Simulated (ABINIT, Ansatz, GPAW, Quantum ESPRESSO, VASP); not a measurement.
## Ir: 5 runs at one level of theory

```
Ir
1.0
     0.00000    1.91560    1.91560
     1.91560    0.00000    1.91560
     1.91560    1.91560    0.00000
Ir
1
Direct
  0.00000 0.00000 0.00000
```

Alike in all runs: functional PBEsol; k mesh 12 × 12 × 12; occupations fermi-dirac, width 0.05 eV; no spin polarisation; no spin-orbit coupling. Pressure is positive in compression and, in plane waves, holds the error of the finite cutoff.

| program and potentials | plane-wave cutoff (eV) | notes | band gap (eV) | pressure (GPa) |
| --- | --- | --- | --- | --- |
| GPAW, PAW data sets generated for this functional | 600 | 15 valence electrons an atom on average | no gap | -1.98 |
| VASP, PBE PAW files Ir, 520 eV | 520 | potentials made for PBE; 9 valence electrons an atom on average | ? | ? |
| Quantum ESPRESSO, GBRV 1.5 PBEsol | 612 | 15 valence electrons an atom on average | no gap | -0.71 |
| ABINIT, JTH PAW PBE v2.0 | 435 | potentials made for PBE; 15 valence electrons an atom on average | no gap | 0.07 |
| Ansatz, all-electron LAPW, scalar-relativistic | - | - | no gap | -0.72 |

Question: Estimate from the other rows what the run with VASP, PBE PAW files Ir, 520 eV gave.

Answer: No band gap; pressure 0.30 GPa. The other rows, which needn't bracket it: pressure -1.98 to 0.07.
